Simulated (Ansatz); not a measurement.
In in Ansatz: the effect of functional

Slab: In, a slab with vacuum.

```
In
1.0
     3.33548    0.00000    0.00000
    -1.66774    2.88861    0.00000
     0.00000    0.00000   20.50914
In
3
Direct
  0.33333 0.66667 0.36569
  0.66667 0.33333 0.50000
  0.33333 0.66667 0.63431
```

Alike in all runs:

| Item | Value |
| --- | --- |
| Program | Ansatz 0.2.0 |
| Task | single point |
| Potentials or basis | all-electron LAPW, scalar-relativistic |
| Basis error allowed | 0.002 eV/atom |
| k mesh | 9 × 9 × 1 |
| Occupations | fermi-dirac, width 0.05 eV |
| Spin | no spin polarisation |

```tsv
functional	cutoff	largest force (eV/Å)	work function (eV)
PBE	154 eV (chosen from the basis error)	0.06	3.87
LDA	155 eV (chosen from the basis error)	?	?
PBEsol	154 eV (chosen from the basis error)	0.11	3.96
```

**Question.** What does the run with functional LDA give?

**Answer.** Largest force 0.22 eV/Å; work function 4.15 eV.
